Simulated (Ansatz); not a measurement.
# HfO2: the cost of one run

Computed with Ansatz 0.2.0 (DFT PBEsol, scalar-relativistic, plane waves, PAW, unless a step's input says otherwise).

19 further runs of the same task are left out: 19 set aside as unsound or not needed.

## (1) The system as given

The structure is cubic, space group Fm-3m (No. 225). The conventional cell has a = 5.044 Å, b = 5.044 Å, c = 5.044 Å, α = 90.00°, β = 90.00°, γ = 90.00°. Hf (site symmetry m-3m) is surrounded by 8 O at 2.18 Å. O (site symmetry -43m) has 4 Hf at 2.18 Å as nearest neighbours.

Structure file:

```cif
data_structure
_symmetry_space_group_name_H-M 'Fm-3m'
_symmetry_Int_Tables_number 225
_cell_length_a 5.0441
_cell_length_b 5.0441
_cell_length_c 5.0441
_cell_angle_alpha 90.000
_cell_angle_beta 90.000
_cell_angle_gamma 90.000
_cell_volume 128.34
loop_
_atom_site_label
_atom_site_type_symbol
_atom_site_symmetry_multiplicity
_atom_site_Wyckoff_symbol
_atom_site_fract_x
_atom_site_fract_y
_atom_site_fract_z
_atom_site_occupancy
Hf1 Hf 4 a 0.00000 0.00000 0.00000 1
O1 O 8 c 0.25000 0.75000 0.75000 1
```

It is the result of an earlier relaxation at this level (volume 10.69 Å³/atom; gap on the mesh: 3.69 eV).

## (2) What is varied

The energy is mapped over volume and the cell's shape.

First coordinate, volume per atom: 7 values from 9.839 to 11.551 Å³. Second coordinate, length along [111] over the lengths across it, relative to the cubic cell: 7 values from 0.886 to 1.128.

Nothing else is relaxed (fractional coordinates fixed). Energies count from the relaxed crystal. Points are written as (first, second).

## (3) Grid point (9.839 Å³, 0.961)

input.yaml

```yaml
crystal:
  lattice:
    - [-0.0652987461, 2.4206941261, 2.4206941261]
    - [2.4206941261, -0.0652987461, 2.4206941261]
    - [2.4206941261, 2.4206941261, -0.0652987461]
  atoms:
    - { symbol: Hf, position: [0.0, 0.0, 0.0] }
    - { symbol: O, position: [0.25, 0.25, 0.25] }
    - { symbol: O, position: [0.75, 0.75, 0.75] }
basis:
  ecutwfc: 520.0
kpoints:
  mp_grid: { grid: [8, 8, 8] }
hamiltonian:
  xc: pbesol
  pseudopotentials: { kind: paw, azcp: { folder: soft_1 } }
scf:
  occupations: { method: gaussian, width: 0.05 }
output:
  forces: true
  stress: true
  eigenvalues: true
```

On the command line:

```sh
> ansatz run input.yaml --threads 1 --pin off --max-ram 2048MiB --backend cpu --events-out ev --progress --plain --runs-dir out
```

What time and memory should one allow on 1 thread of Arm Neoverse N1, shared host?

About 6.5 s, with a peak of 0.34 GiB.
